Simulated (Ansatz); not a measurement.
# TaN films: biaxial stress and wafer bow

Plane-wave DFT in Ansatz, PBEsol, scalar-relativistic PAW potentials, cutoff 420 eV, no spin-orbit coupling; no spin polarisation. TaN in space group P-6m2, which needn't be the usual phase of this composition, strained equally along a and b of the conventional cell, with c and the atoms relaxed within the symmetry (a film with c along the normal). Stress is the in-plane mean, tension positive.

| strain (%) | stress (GPa) | E − E(0) (meV/atom) |
| --- | --- | --- |
| -4.5 | -44.50 | 123.2 |
| -3.0 | -28.01 | 52.9 |
| -1.5 | ? | 12.8 |
| +0.0 | 0.00 | 0.0 |
| +1.5 | 11.72 | 12.0 |
| +3.0 | 22.03 | 46.3 |
| +4.5 | 31.05 | 100.7 |

Fit the stress, get the biaxial modulus and predict the missing row.

A parabola through the given rows is σ = -0.04 + 8.376 ε -0.3300 ε² GPa (ε in %), so M = dσ/dε = 838 GPa at zero. It predicts -13.35 GPa at -1.5 %; the run gave -13.20 GPa. The miss is 0.15 GPa, so the fit holds. The negative square term means that the film is stiffer in compression than in tension. The energies check it: E/V = Mε² at small strain, and a cubic fit with V = 10.63 Å³/atom gives M = 833 GPa, in agreement.

How much does a 20 nm film at +0.5 % strain bow a 300 mm Si(001) wafer 775 μm thick?

The fit, without its small constant, gives σ = 4.11 GPa. Stoney's formula, κ = 6σt_f/(M_s t_s²) with M_s = 180.5 GPa for Si(001) (literature), gives |κ| = 4.55×10⁻³ m⁻¹ and a bow κr²/2 = 51.2 μm at r = 150 mm, with the film side concave (tension pulls the edges up). This assumes a single-crystal or fully textured, unrelaxed film at 0 K.

The cell has no gap in any row, so the stresses hang on mesh and smearing.

Cost: about 8.9 core-minutes for the runs cited, on Intel Xeon Platinum 8488C (Sapphire Rapids) (shared hosts).